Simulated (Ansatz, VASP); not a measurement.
## Sn in VASP and in Ansatz

Contents of INCAR:

```
PREC = Accurate
ENCUT = 520
EDIFF = 1E-7
ISMEAR = -1
SIGMA = 0.0571
LREAL = False
LASPH = True
NELM = 100
ALGO = Normal
ISIF = 2
LWAVE = False
LCHARG = False
GGA = RE
IVDW = 12
NBANDS = 13
```

File KPOINTS:

```
Automatic mesh
0
Gamma
  7 7 7
```

POSCAR

```
Sn
1.0
   -1.8703720000      1.8703720000      1.8703720000
    1.8703720000     -1.8703720000      1.8703720000
    1.8703720000      1.8703720000     -1.8703720000
Sn
1
Direct
    0.0000000000      0.0000000000      0.0000000000
```

Input for Ansatz:

```yaml
crystal:
  lattice:
    - [-1.870372, 1.870372, 1.870372]
    - [1.870372, -1.870372, 1.870372]
    - [1.870372, 1.870372, -1.870372]
  atoms:
    - { symbol: Sn, position: [0.0, 0.0, 0.0] }
  symmetry: { tolerance: 0.0003 }
kpoints:
  mp_grid: { grid: [7, 7, 7], shift: [0, 0, 0] }
magnetization:
  spin_polarized: false
scf:
  occupations: { method: fermi_dirac, width: 0.0571 }
  mixing: { preconditioner: kerker_dos }
hamiltonian:
  pseudopotentials: { kind: paw }
  xc: revpbe
  dispersion: d3bj
basis:
  ecutwfc: 420
output:
  forces: true
  stress: true
  eigenvalues: true
```

The cell was built by a generator and needn't be a form met in nature.

Alike in both runs: task single point; functional revPBE; dispersion D3(BJ); k mesh 7 × 7 × 7; occupations fermi-dirac, width 0.0571 eV; no spin polarisation.

```csv
,VASP,Ansatz
version,VASP 6.6.1,Ansatz 0.2.0
potentials or method,"VASP PAW PBE potentials, release 64 (Sn_d)",PAW plane waves
plane-wave cutoff (eV),520,420
valence electrons in the cell,14,14
```

Ansatz gave:

* gap on the k mesh at the Fermi level (eV): none
* pressure (GPa): -0.1
* dispersion energy (meV/atom): -736.2

Q: Which values does VASP return?

A: gap on the k mesh at the Fermi level (eV): none; pressure (GPa): -0.1; dispersion energy (meV/atom): -736.1.

A gap of «none» marks a metal or a gap that the smearing closes.

Caveats: the PAW data sets were made with another functional, which shifts forces and pressure a little (VASP); pairwise dispersion overbinds metals, which lowers pressure and volume.
